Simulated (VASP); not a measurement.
Wanted: an ASE script for a VASP 6.6.1 run.

- Task: equation of state
- Functional: vdW-DF-cx
- Potentials or basis: VASP PAW PBE potentials, release 64 (In_d, H)
- Cutoff: 520 eV
- k mesh: 9 × 9 × 5
- Occupations: gaussian, width 0.1 eV
- Spin: no spin polarisation
- Further INCAR settings: ALGO = Normal; EDIFF = 1.00e-06

The structure of InH3 lies in InH3.xyz:

```xyz
4
Lattice="2.9799736100 0.0000000000 0.0000000000 0.0000000000 2.9799736100 0.0000000000 0.0000000000 0.0000000000 5.6516626700" Properties=species:S:1:pos:R:3 pbc="T T T"
In     0.0000000000      0.0000000000      0.0000000000
H      1.4899868050      0.0000000000      2.8258313350
H      0.0000000000      1.4899868050      2.8258313350
H      1.4899868050      1.4899868050      2.8258313350
```

The cell was built by a generator and needn't be a form met in nature.

The input as run:

run.py

```python
from ase.calculators.vasp import Vasp
from ase.eos import EquationOfState
from ase.io import Trajectory
from ase.io import read
from ase.units import GPa

atoms = read('InH3.xyz')
calc = Vasp(
    directory='calc',
    xc='vdw-df-cx',
    pp='PBE',
    setups='recommended',
    prec='Accurate',
    encut=520,
    ediff=1e-06,
    ismear=0,
    sigma=0.1,
    lreal=False,
    lasph=True,
    nelm=80,
    algo='Normal',
    isif=2,
    lwave=False,
    lcharg=False,
    kpts=[9, 9, 5],
    gamma=True,
)
atoms.calc = calc
cell = atoms.cell.copy()
volumes, energies = [], []
traj = Trajectory('eos.traj', 'w')
for x in [0.94, 0.96, 0.98, 1.0, 1.02, 1.04, 1.06]:
    atoms.set_cell(cell * x ** (1 / 3), scale_atoms=True)
    volumes.append(atoms.get_volume())
    energies.append(atoms.get_potential_energy())
    traj.write(atoms)
    print(f'{x:5.2f} {volumes[-1]:12.5f} {energies[-1]:14.6f}')

v0, e0, B = EquationOfState(volumes, energies, eos='sj').fit()
print(f'V0 = {v0:.4f} A^3, E0 = {e0:.6f} eV, B = {B / GPa:.2f} GPa')
```

Potentials or basis: VASP PAW PBE potentials, release 64 (In_d, H).

Command:

```sh
$ python run.py
```

It gave:

```
Equilibrium volume : outside the volumes run
```

Caveat: the PAW data sets were made with another functional, which shifts forces and pressure a little.

Wall time 3.9 min on 1 thread of Intel(R) Xeon(R) Platinum 8559C (Emerald Rapids), with other jobs on the host, peak memory 0.36 GiB.
